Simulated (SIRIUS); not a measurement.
# BAs (F-43m) in SIRIUS: reference runs

Reference runs on BAs: the cell as given.

Program: SIRIUS 7.10.0. These are calculated values, not measurements. Logs are shortened: lines on timing, memory, paths and dates and some standing lists are left out, and cuts for length are marked. The log counts tension as positive stress, the text compression.

**The experiment to reproduce.**

“Basic Physical Properties of Cubic Boron Arsenide”, 2019, arxiv:1911.11281 reports, for a bulk crystal of BAs at 300 K: band gap 1.82 eV (optical).

How close the calculation comes is told below.

### 1 The structure

It takes space group F-43m (No. 216, cubic). Conventional cell: a = 4.777 Å, b = 4.777 Å, c = 4.777 Å, α = 90.00°, β = 90.00°, γ = 90.00°. As (site symmetry -43m) is surrounded by 4 B at 2.07 Å. B (site symmetry -43m) has 4 As at 2.07 Å as nearest neighbours.

### 2 Single point, PBEsol

The input, sirius.json:

```json
{
  "control": {
    "processing_unit": "cpu",
    "verbosity": 2,
    "num_bands_to_print": 16,
    "print_forces": true,
    "print_stress": true
  },
  "parameters": {
    "electronic_structure_method": "pseudopotential",
    "xc_functionals": ["XC_GGA_X_PBE_SOL", "XC_GGA_C_PBE_SOL"],
    "gk_cutoff": 9.2,
    "pw_cutoff": 18.4,
    "ngridk": [10, 10, 10],
    "shiftk": [0, 0, 0],
    "smearing": "fermi_dirac",
    "smearing_width": 0.0018374661,
    "num_bands": 16,
    "num_mag_dims": 0,
    "num_dft_iter": 100,
    "energy_tol": 1e-08,
    "density_tol": 1e-06
  },
  "iterative_solver": {
    "type": "davidson",
    "min_tolerance": 1e-09,
    "tolerance_scale": [0.1, 0.25]
  },
  "mixer": {
    "type": "anderson",
    "beta": 0.7,
    "max_history": 8
  },
  "settings": {
    "tol_ne": 1e-10,
    "pseudo_grid_cutoff": 6.5
  },
  "unit_cell": {
    "lattice_vectors": [
      [0.0, 4.513610848669, 4.513610848669],
      [4.513610848669, 0.0, 4.513610848669],
      [4.513610848669, 4.513610848669, 0.0]
    ],
    "atom_coordinate_units": "lattice",
    "atom_types": ["As", "B"],
    "atom_files": {
      "As": "As.json",
      "B": "B.json"
    },
    "atoms": {
      "As": [
        [0.75, 0.75, 0.75]
      ],
      "B": [
        [0.0, 0.0, 0.0]
      ]
    }
  }
}
```

Potentials or basis: PseudoDojo 0.4.1 PBEsol standard (scalar relativistic).

On the command line:

```
$ upf_to_json As.upf
$ upf_to_json B.upf
$ OMP_NUM_THREADS=1 sirius.scf --input=sirius.json --output=out.json --task=0
```

Standard output:

```text
[info] SIRIUS version : 7.10.0
[info] number of MPI ranks           : 1
[info] MPI grid                      : 1 1
[info] maximum number of OMP threads : 1
[fft] FFT context for density and potential
[fft] =====================================
[fft]   comm size                             : 1
[fft]   plane wave cutoff                     : 18.4
[fft]   grid size                             : 40 40 40   total : 64000
[fft]   grid limits                           : -19 20   -19 20   -19 20
[fft]   number of G-vectors within the cutoff : 9670
[fft]   local number of G-vectors             : 9670
[fft]   number of G-shells                    : 547
[fft] FFT context for coarse grid
[fft] =====================================
[fft]   comm size                             : 1
[fft]   plane wave cutoff                     : 18.4
[fft]   grid size                             : 40 40 40   total : 64000
[fft]   grid limits                           : -19 20   -19 20   -19 20
[fft]   number of G-vectors within the cutoff : 9670
[fft]   local number of G-vectors             : 9670
[fft]   number of G-shells                    : 547
[unit cell] lattice vectors
[unit cell]   a1 :       0.0000000000      4.5136108487      4.5136108487
[unit cell]   a2 :       4.5136108487      0.0000000000      4.5136108487
[unit cell]   a3 :       4.5136108487      4.5136108487      0.0000000000
[unit cell] reciprocal lattice vectors
[unit cell]   b1 :      -0.6960264761      0.6960264761      0.6960264761
[unit cell]   b2 :       0.6960264761     -0.6960264761      0.6960264761
[unit cell]   b3 :       0.6960264761      0.6960264761     -0.6960264761
[unit cell] unit cell volume :       183.90872505 [a.u.^3]
[unit cell] 1/sqrt(omega)    :         0.07373927
[unit cell] MT volume        :         0.00000000 ( 0.00%)
[unit cell] IT volume        :       183.90872505 (100.00%)
[unit cell] number of atom types : 2
[unit cell] type id : 0 symbol : As mt_radius :  13.410000 num_atoms : 1
[unit cell] type id : 1 symbol :  B mt_radius :  15.330000 num_atoms : 1
[unit cell] total number of atoms : 2
[unit cell] number of symmetry classes : 2
[unit cell] number of PAW atoms : 0
[unit cell] atom id  type id  class id             position                      vector_field
[unit cell] ------------------------------------------------------------------------------------------
[unit cell]      0        0        0      0.75000   0.75000   0.75000      0.00000   0.00000   0.00000
[unit cell]      1        1        1      0.00000   0.00000   0.00000      0.00000   0.00000   0.00000
[unit cell] atom id         position (Cartesian, a.u.)
[unit cell] ---------------------------------------------
[unit cell]      0       6.770416    6.770416    6.770416
[unit cell]      1       0.000000    0.000000    0.000000
[unit cell] class id : 0 atom id : 0
[unit cell] class id : 1 atom id : 1
[unit cell] minimum bond length:     3.908902
[unit cell] total number of pseudo wave-functions: 13
[sym] space group number   : 216
[sym] international symbol : F-43m
[sym] Hall symbol          : F -4 2 3
[sym] space group transformation matrix :
[sym]   0.0000  0.5000  0.5000
[sym]  -0.5000 -0.5000  0.0000
[sym]   0.5000  0.0000  0.5000
[sym] space group origin shift :
[sym]   0.0000  0.0000  0.0000
[sym] number of space group operations  : 24
[sym] number of magnetic group operations : 24
[sym] metric tensor error: 0.0000e+00
[sym] rotation matrix error: 5.0527e-18
[sym] symmetry operations
[... list of symmetry operations ...]
[atom type] label          : As
[atom type] --------------------------------------------------------------------------------
[atom type] symbol         : As
[atom type] name           :
[atom type] zn             : 15
[... 260 lines left out ...]
[find] Hartree energy of density residual : 8.849616707070e-12
[find] bands are converged : true
[find] iterative solver converged : false
[find] +------------------------------+
[find] | SCF iteration  10 out of 100|
[find] +------------------------------+
[diagonalize] iterative solver tolerance (occupied, empty): 2.5743e-09 2.5743e-09
[diagonalize] average number of iterations: 2.87234
[diagonalize] Lowest band energies
[diagonalize] ik:    0   -0.905449   -0.905449   -0.905449   -0.904687   -0.904687   -0.153614    0.413659    0.413659    0.413659    0.533281    0.533281    0.533281    0.585350    0.757941    0.896292    0.896292
[diagonalize] ik:    1   -0.905437   -0.905421   -0.905421   -0.904686   -0.904686   -0.147572    0.362071    0.402504    0.402504    0.538424    0.547987    0.547987    0.617639    0.781904    0.853098    0.853098
[diagonalize] ik:    2   -0.905408   -0.905355   -0.905355   -0.904675   -0.904675   -0.129747    0.274846    0.381323    0.381323    0.530317    0.574423    0.574423    0.676925    0.819330    0.825523    0.825523
[diagonalize] ik:    3   -0.905371   -0.905290   -0.905290   -0.904644   -0.904644   -0.101468    0.190424    0.362637    0.362637    0.520272    0.589061    0.589061    0.722427    0.824493    0.842039    0.842039
[diagonalize] ik:    4   -0.905342   -0.905253   -0.905253   -0.904604   -0.904604   -0.067614    0.121334    0.350665    0.350665    0.513573    0.589795    0.589795    0.735912    0.851801    0.898623    0.898623
[diagonalize] ...
[diagonalize] ik:   42   -0.905378   -0.905123   -0.904935   -0.904762   -0.904581   -0.004662    0.121041    0.191586    0.272856    0.527753    0.655813    0.692741    0.727400    0.809447    0.913734    1.024764
[diagonalize] ik:   43   -0.905568   -0.904938   -0.904893   -0.904851   -0.904497    0.001996    0.105721    0.243594    0.246319    0.500085    0.501502    0.790203    0.799748    0.871110    1.002066    1.017608
[diagonalize] ik:   44   -0.905380   -0.905155   -0.904934   -0.904771   -0.904567   -0.017122    0.133641    0.211271    0.259580    0.574420    0.606361    0.637252    0.768456    0.821374    0.937342    1.021575
[diagonalize] ik:   45   -0.905321   -0.905195   -0.904909   -0.904765   -0.904580   -0.002129    0.120605    0.202637    0.246978    0.585743    0.622151    0.665612    0.707909    0.832928    0.959567    1.008474
[diagonalize] ik:   46   -0.905390   -0.905119   -0.904885   -0.904795   -0.904560    0.005390    0.116149    0.215178    0.224462    0.578214    0.589955    0.700657    0.702885    0.866069    0.984277    0.996010
[find] Charges and magnetic moments
[find] --------------------------------------------------------------------------------
[find] total charge          : 18.000000
[find] Energy
[find] --------------------------------------------------------------------------------
[find] valence_eval_sum               :      -7.67927529
[find] <rho|V^{XC}>                   :     -17.44635190
[find] <rho|E^{XC}>                   :     -24.75192172
[find] <mag|B^{XC}>                   :       0.00000000
[find] <rho|V^{H}>                    :      60.93330421
[find] one-electron contribution      :     -51.16622759 (Ha),    -102.33245517 (Ry)
[find] hartree contribution           :      30.46665210
[find] xc contribution                :     -24.75192172
[find] ewald contribution             :     -63.42106138
[find] PAW contribution               :       0.00000000
[find] smearing (-TS)                 :      -0.00000001
[find] SCF correction                 :       0.00000319
[find] Total energy                   :    -108.87255539 (Ha),    -217.74511078 (Ry)
[find] Free energy (E-TS)             :    -108.87255540 (Ha),    -217.74511079 (Ry)
[find] band gap (eV)                  :       1.09525988
[find] Efermi                         :       0.43314920
[find] iteration : 10, RMS : 1.067400124053e-07, energy difference : -4.334026471042e-10
[find] Hartree energy of density residual : 1.700385508752e-12
[find] bands are converged : true
[find] iterative solver converged : true
[find] converged after 11 SCF iterations!
[find] Charges and magnetic moments
[find] --------------------------------------------------------------------------------
[find] total charge          : 18.000000
[find] Energy
[find] --------------------------------------------------------------------------------
[find] valence_eval_sum               :      -7.67927529
[find] <rho|V^{XC}>                   :     -17.44635190
[find] <rho|E^{XC}>                   :     -24.75192172
[find] <mag|B^{XC}>                   :       0.00000000
[find] <rho|V^{H}>                    :      60.93330421
[find] one-electron contribution      :     -51.16622759 (Ha),    -102.33245517 (Ry)
[find] hartree contribution           :      30.46665210
[find] xc contribution                :     -24.75192172
[find] ewald contribution             :     -63.42106138
[find] PAW contribution               :       0.00000000
[find] smearing (-TS)                 :      -0.00000001
[find] SCF correction                 :       0.00000319
[find] Total energy                   :    -108.87255539 (Ha),    -217.74511078 (Ry)
[find] Free energy (E-TS)             :    -108.87255540 (Ha),    -217.74511079 (Ry)
[find] band gap (eV)                  :       1.09525988
[find] Efermi                         :       0.43314920
[ground_state] === stress tensor components [kbar] ===
[ground_state] === stress_kin ===
[ground_state] -83430.558075   -0.000000    0.000000
[ground_state]    -0.000000-83430.558075    0.000000
[ground_state]     0.000000    0.000000-83430.558075
[ground_state] === stress_har ===
[ground_state] -16246.460191   -0.000000   -0.000000
[ground_state]    -0.000000-16246.460191    0.000000
[ground_state]    -0.000000    0.000000-16246.460191
[ground_state] === stress_ewald ===
[ground_state] 33819.526525    0.000000    0.000000
[ground_state]     0.00000033819.526525   -0.000000
[ground_state]     0.000000   -0.00000033819.526525
[ground_state] === stress_vloc ===
[ground_state] -3376.858793   -0.000000    0.000000
[ground_state]    -0.000000-3376.858793    0.000000
[ground_state]     0.000000    0.000000-3376.858793
[ground_state] === stress_xc ===
[ground_state] -11464.442178   -0.000000   -0.000000
[ground_state]    -0.000000-11464.442178    0.000000
[ground_state]    -0.000000    0.000000-11464.442178
[ground_state] === stress_core ===
[ground_state] 20926.852734    0.000000    0.000000
[ground_state]     0.00000020926.852734   -0.000000
[ground_state]     0.000000   -0.00000020926.852734
[ground_state] === stress_nonloc ===
[ground_state] 59779.058493    0.000000    0.000000
[ground_state]     0.00000059779.058493   -0.000000
[ground_state]     0.000000   -0.00000059779.058493
[ground_state] === stress_us_nl ===
[ground_state] 59779.058493    0.000000    0.000000
[ground_state]     0.00000059779.058493   -0.000000
[ground_state]     0.000000   -0.00000059779.058493
[ground_state] === stress_total ===
[ground_state]     7.118515   -0.000000   -0.000000
[ground_state]    -0.000000    7.118515    0.000000
[ground_state]    -0.000000    0.000000    7.118515
[ground_state] ==== total Forces in Ha/bohr =====
[ground_state] atom:    0, force:       0.0000000      0.0000000      0.0000000
[ground_state] atom:    1, force:       0.0000000      0.0000000     -0.0000000
[ground_state] ==== ultrasoft contribution from Qij =====
[ground_state] atom:    0, force:       0.0000000      0.0000000      0.0000000
[ground_state] atom:    1, force:       0.0000000      0.0000000      0.0000000
[ground_state] ==== non-local contribution from Beta-projector =====
[ground_state] atom:    0, force:       0.0000000      0.0000000      0.0000000
[ground_state] atom:    1, force:       0.0000000      0.0000000      0.0000000
[ground_state] ==== contribution from local potential =====
[ground_state] atom:    0, force:       0.0000000      0.0000000      0.0000000
[ground_state] atom:    1, force:       0.0000000      0.0000000     -0.0000000
[ground_state] ==== contribution from core density =====
[ground_state] atom:    0, force:       0.0000000      0.0000000      0.0000000
[ground_state] atom:    1, force:       0.0000000      0.0000000      0.0000000
[ground_state] ==== Ewald forces from ions =====
[ground_state] atom:    0, force:       0.0000000      0.0000000      0.0000000
[ground_state] atom:    1, force:      -0.0000000      0.0000000      0.0000000
[~DFT_ground_state] local op. applied: 19308
[~DFT_ground_state] evp. work count: 4799.25
[~DFT_ground_state] number of iterative solver steps: 1601
```

Run time: 37 s. Hardware: 1 thread of Arm Neoverse V1, shared host; peak memory 0.33 GiB.

What came out:

| Property | Result |
| --- | --- |
| Free energy | -2962.5732 eV |
| Pressure | -0.7 GPa |
| Band gap on the k mesh | 1.10 eV |

### 3 Comparison with measurements

Step 2. Against the measured gap of BAs, 1.82 eV (optical; 300 K; “Basic Physical Properties of Cubic Boron Arsenide”, 2019, arxiv:1911.11281), the calculated 1.10 eV is off by -0.72 eV. Spin-orbit coupling on As is left out. The value is that of PBEsol on a finite k mesh, which can miss the band edges, without temperature or zero-point motion. Semilocal functionals fall short of measured gaps as a rule.
